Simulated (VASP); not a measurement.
## From VASP inputs to Ansatz: MgO (zincblende)

INCAR

```
IBRION = -1
PREC = Accurate
ISMEAR = 0
HFSCREEN = 0.2079
ALGO = Normal
NELM = 120
EDIFF = 1E-7
ISTART = 1
PRECFOCK = Fast
LASPH = .TRUE.
ENCUT = 520
LHFCALC = .TRUE.
LREAL = .FALSE.
SIGMA = 0.01
ISIF = 2
NSW = 0
LWAVE = .FALSE.
NBANDS = 11
GGA = PE
LCHARG = .FALSE.
AEXX = 0.25
```

The run starts from the orbitals of a PBE run on the same cell and mesh.

KPOINTS

```
KPOINTS created by Atomic Simulation Environment
0
Gamma
6 6 6
0 0 0
```

KPOINTS_OPT

```
special points
6
Reciprocal
0.0000000000 0.0000000000 0.0000000000 1
0.5000000000 0.0000000000 0.5000000000 1
0.5000000000 0.2500000000 0.7500000000 1
0.3750000000 0.3750000000 0.7500000000 1
0.5000000000 0.5000000000 0.5000000000 1
0.6250000000 0.2500000000 0.6250000000 1
```

POSCAR

```
Mg O
 1.0000000000000000
     0.0000000000000000    2.2820056634339938    2.2820056634339938
     2.2820056634339938    0.0000000000000000    2.2820056634339938
     2.2820056634339938    2.2820056634339938    0.0000000000000000
 Mg  O
   1   1
Cartesian
 -0.0000000000000000  0.0000000000000000 -0.0000000000000000
  1.1410028317169967  1.1410028317169967  1.1410028317169967
```

VASP ran with the recommended PBE PAW datasets (8 valence electrons in the cell).

Q: Translate these files to an Ansatz input.

A: 

```yaml
crystal:
  lattice:
    - [0.0, 2.2820056634, 2.2820056634]
    - [2.2820056634, 0.0, 2.2820056634]
    - [2.2820056634, 2.2820056634, 0.0]
  atoms:
    - { symbol: Mg, position: [0.0, 0.0, 0.0] }
    - { symbol: O, position: [0.25, 0.25, 0.25] }
kpoints:
  mp_grid: { grid: [6, 6, 6] }
  band_path:
    path:
      - [0.0, 0.0, 0.0]
      - [0.5, 0.0, 0.5]
      - [0.5, 0.25, 0.75]
      - [0.375, 0.375, 0.75]
      - [0.5, 0.5, 0.5]
      - [0.625, 0.25, 0.625]
    npoints: 1
hamiltonian:
  xc: hse06
scf:
  occupations: { method: fixed }
  n_extra_bands: 4
output:
  forces: true
  stress: true
  eigenvalues: true
```

Other inputs would serve too.

```json
{"": "gap between bands v and c", "VASP": "5.24 eV", "Ansatz": "5.27 eV"}
{"": "least direct gap", "VASP": "5.24 eV", "Ansatz": "5.27 eV"}
{"": "pressure", "VASP": "-0.1 GPa", "Ansatz": "0.0 GPa"}
```

The two codes use different PAW datasets and cutoffs. VASP's cell holds 8 valence electrons and Ansatz's 16. Ansatz's stress includes a Pulay correction; VASP's doesn't.
